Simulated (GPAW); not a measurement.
SiC (Moissanite):

```
Si C
1.0
     3.07600    0.00000    0.00000
    -1.53800    2.66389    0.00000
     0.00000    0.00000    5.04800
Si C
2 2
Direct
  0.66667 0.33333 0.50000
  0.33333 0.66667 0.00000
  0.66667 0.33333 0.88500
  0.33333 0.66667 0.38500
```

| Quantity | Value |
| --- | --- |
| Program | GPAW 26.7.0 |
| Task | relaxation of cell and atoms |
| Functional | SCAN |
| Dispersion | D3 |
| Potentials or basis | GPAW PAW data sets (gpaw-data 1.2.1) |
| Cutoff | 800 eV |
| Basis | pw |
| k mesh | 7 × 7 × 4 |
| Occupations | fermi-dirac, width 0.05 eV |
| Spin | no spin polarisation |

At the start: pressure -0.2 GPa; volume 10.34 Å³/atom.

Problem. How do energy, volume and symmetry change on relaxing?

Solution. Over 8 steps the energy falls by 9.3 meV/atom and the volume is 10.32 Å³/atom (-0.2 %); space group P6_3mc (No. 186, to 0.05 Å).

Step by step:
```csv
step,energy change (eV),largest force (eV/Å),pressure (GPa),volume (Å³)
1,0.0000,0.7794,-0.19,41.36
2,-0.0269,0.4195,-0.36,41.36
3,-0.0367,0.0499,-0.33,41.34
4,-0.0369,0.0105,-0.28,41.33
5,-0.0370,0.0178,-0.22,41.32
6,-0.0371,0.0202,0.02,41.27
7,-0.0371,0.0116,0.07,41.27
8,-0.0371,0.0087,0.07,41.27
```

Final structure:
```yaml
crystal:
  lattice:
    - [3.07309, 0.00000, 0.00000]
    - [-1.53655, 2.66138, 0.00000]
    - [0.00000, 0.00000, 5.04566]
  atoms:
    - { symbol: Si, position: [0.66667, 0.33333, 0.50433] }
    - { symbol: Si, position: [0.33333, 0.66667, 0.00433] }
    - { symbol: C, position: [0.66667, 0.33333, 0.88013] }
    - { symbol: C, position: [0.33333, 0.66667, 0.38013] }
```

Caveat: later steps reuse the first step's grids; the PAW data sets were made with another functional, which shifts forces and pressure a little.
